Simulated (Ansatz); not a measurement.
A distorted cell of CaF₂ (fluorite):

```
CaF2
1.0
    0.00000     2.75553     2.75553
    2.75553     0.00000     2.75553
    2.75553     2.75553     0.00000
Ca F
1 2
Direct
  0.00000   0.00000   0.00000
  0.73488   0.73488   0.76512
  0.26512   0.26512   0.23488
```

Calculation: PBE (plane waves to 420 eV, PAW, scalar-relativistic; Ansatz, a first-principles code). k mesh 10×10×10 (Γ-centred), Fermi-Dirac smearing 0.05 eV. Compression counts positive. CaF2 was relaxed with its symmetry unable to fall.

**Question.** What forces act on the atoms (eV/Å, Cartesian)?

**Answer.** 
| atom | Fx | Fy | Fz |
|---|---|---|---|
| Ca1 | 0.000 | 0.000 | 0.000 |
| F2 | 0.000 | 0.000 | 0.561 |
| F3 | 0.000 | 0.000 | -0.561 |

**Question.** Give the stress tensor in GPa and the pressure.

**Answer.** 
```
   0.19    -1.27     0.00
  -1.27     0.19     0.00
   0.00     0.00     0.91
```
The pressure, a third of the trace, is 0.43 GPa.

(For displaced atoms, the force is minus the slope of the energy, and its curvature is a force constant, which sets phonon frequencies.)
